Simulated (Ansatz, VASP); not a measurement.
**GaSb: VASP beside Ansatz**

```xyz
2
Lattice="3.0356 3.0356 0.0000 -3.0356 3.0356 0.0000 0.0000 3.0356 3.0910" Properties=species:S:1:pos:R:3 pbc="T T T"
Ga    0.0000    0.0000    0.0000
Sb    1.5178    4.5534    1.5455
```

Change from the starting cell: film at in-plane strain -0.01.

Alike in both runs: task single point; functional r2SCAN; k mesh 6 × 6 × 6; no spin polarisation.

```csv
,VASP,Ansatz
version,VASP 6.6.1,Ansatz 0.2.0
potentials or method,"VASP PAW PBE potentials, release 64 (Ga_d, Sb)","PAW with Ansatz's default frozen-core files, scalar-relativistic"
plane-wave cutoff (eV),520,500
occupations,"gaussian, width 0.01 eV",fixed
valence electrons in the cell,18,28
```

Ansatz gave:

* gap on the k mesh at the Fermi level (eV): 0.46
* pressure (GPa): 0.6
* largest component of the traceless stress (GPa): 0.63

Question: What did VASP give for the same quantities?

Answer: gap on the k mesh at the Fermi level (eV): 0.45; pressure (GPa): 0.8; largest component of the traceless stress (GPa): 0.61.

The two sets of potentials don't hold the same shells in valence.

Caveats: the PAW data sets were made with another functional, which shifts forces and pressure a little (VASP); spin-orbit coupling is left out, which moves the levels of the heavy elements.
